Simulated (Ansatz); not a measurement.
**Cr (sc type): how the settings move a single-point run**

How sensitive is a single-point run of Cr (sc type) to its settings? A reference run comes first, then one run with altered input.

Computed with Ansatz 0.2.0 (reference: DFT, PBE, PAW with Ansatz's default frozen-core files, scalar-relativistic, unless a step's input says otherwise).

1 further run of the same task is left out (it didn't finish).

### 1 The structure to begin with

It takes space group Pm-3m (No. 221, cubic). Conventional cell: a = 1.974 Å, b = 1.974 Å, c = 1.974 Å, α = 90.00°, β = 90.00°, γ = 90.00°. Cr (site symmetry m-3m) has 6 Cr at 1.97 Å as nearest neighbours.

Structure file:

```
CELL_PARAMETERS angstrom
1.97416 0.00000 0.00000
0.00000 1.97416 0.00000
0.00000 0.00000 1.97416
ATOMIC_POSITIONS crystal
Cr 0.00000 0.00000 0.00000
```

### 2 Baseline

The input, input.yaml:

```yaml
crystal:
  lattice:
    - [1.9741615206, 0.0, 0.0]
    - [0.0, 1.9741615206, 0.0]
    - [0.0, 0.0, 1.9741615206]
  atoms:
    - { symbol: Cr, position: [0.0, 0.0, 0.0], spin: 2.0 }
magnetization:
  spin_polarized: true
kpoints:
  mp_grid: { grid: [16, 16, 16] }
scf:
  occupations: { method: fermi_dirac, width: 0.05 }
hamiltonian:
  xc: pbe
  pseudopotentials: { kind: paw }
output:
  forces: true
  stress: true
  eigenvalues: true
  populations: true
```

On the command line:

```
$ ansatz run input.yaml --threads 1 --pin off --max-ram 3072MiB --backend cpu --events-out ev --progress --plain --runs-dir out
```

### 3 Changed: starting moments, ecutwfc 200 eV

Changes to input.yaml since step 2:

```diff
@@ -6,3 +6,3 @@
   atoms:
-    - { symbol: Cr, position: [0.0, 0.0, 0.0], spin: 2.0 }
+    - { symbol: Cr, position: [0.0, 0.0, 0.0], spin: -2.0 }
 magnetization:
@@ -21 +21,7 @@
   populations: true
+  write_density: true
+  write_potential: true
+  elf: true
+  volumetric_format: npy
+basis:
+  ecutwfc: "200 eV"
```

What does the calculation give? Wanted: for each run, ending; energy change; pressure; gap; force.

The runs gave:

```
                                run     ending  energy change  pressure (GPa)  gap (eV)  force (eV/Å)  cycles   time
                          reference  converged              0           266.6      0.00          0.00      10  2.6 s
1: starting moments, ecutwfc 200 eV  converged  +7.61 eV/atom           308.6      0.00          0.00      10  1.7 s
```

Times don't compare one to one where runs were asked for different outputs or read a saved state (see the inputs); cycles may leave out searches for a lower state.

Residual by cycle in the longest SCF loop of each run; runs are numbered as in the table. The quantity is the density residual dr2, in eV.

```
cycle  reference    run 1
    1       2.29     5.71
    2      0.118    0.322
    3    0.00423    0.105
    4    0.00432   8.0e-4
    5     1.6e-4   3.2e-5
    6     8.0e-6   2.9e-6
    7     8.3e-7   5.9e-9
    8    7.6e-10  4.9e-10
    9    1.4e-11  1.6e-11
   10    2.3e-12  3.4e-14
```

What this shows: Changing the spin start and cutoff moves the energy by +7.61 eV/atom, and the pressure goes from 266.6 to 308.6 GPa. The log warns that the cutoff is under what these potentials recommend, so the shift holds truncation error. Run 1 ran under the cutoff that the potentials recommend, as the log warns, so basis error is mixed into its values. The structure is not at rest: the sound run finds 267 GPa, so these are no properties of the relaxed crystal. 
